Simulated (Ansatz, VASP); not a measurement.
# Two plane-wave programs on PtSe2

```
Pt Se
1.0
     3.57036    0.00000    0.00000
    -1.78518    3.09203    0.00000
     0.00000    0.00000    4.00191
Pt Se
1 2
Direct
  0.00000 0.00000 0.00000
  0.33333 0.66667 0.29946
  0.66667 0.33333 0.70054
```

Alike in both runs: functional PBEsol; k mesh 12 × 12 × 8; occupations fermi-dirac, width 0.15 eV; no spin polarisation.

Ansatz relaxed the structure, and its values are those at the end. VASP's run is a single point on that final structure, the one shown.

|  | VASP | Ansatz |
| --- | --- | --- |
| version | VASP 6.6.1 | Ansatz 0.2.0 |
| potentials or method | VASP PAW PBE potentials, release 64 (Pt, Se) | scalar-relativistic, plane waves, PAW |
| plane-wave cutoff (eV) | 520 | 420 |
| valence electrons in the cell | 22 | 50 |

|  | VASP | Ansatz | Ansatz less VASP |
| --- | --- | --- | --- |
| gap on the k mesh at the Fermi level (eV) | none | none | - |
| rms of the force components (eV/Å) | 0.012 | 0.000 | -0.0117 |

A gap of «none» marks a metal or a gap that the smearing closes. The two sets of potentials don't hold the same shells in valence.

Caveats: the PAW data sets were made with another functional, which shifts forces and pressure a little (VASP). The runs have no spin-orbit coupling, so splittings on Pt are missing.
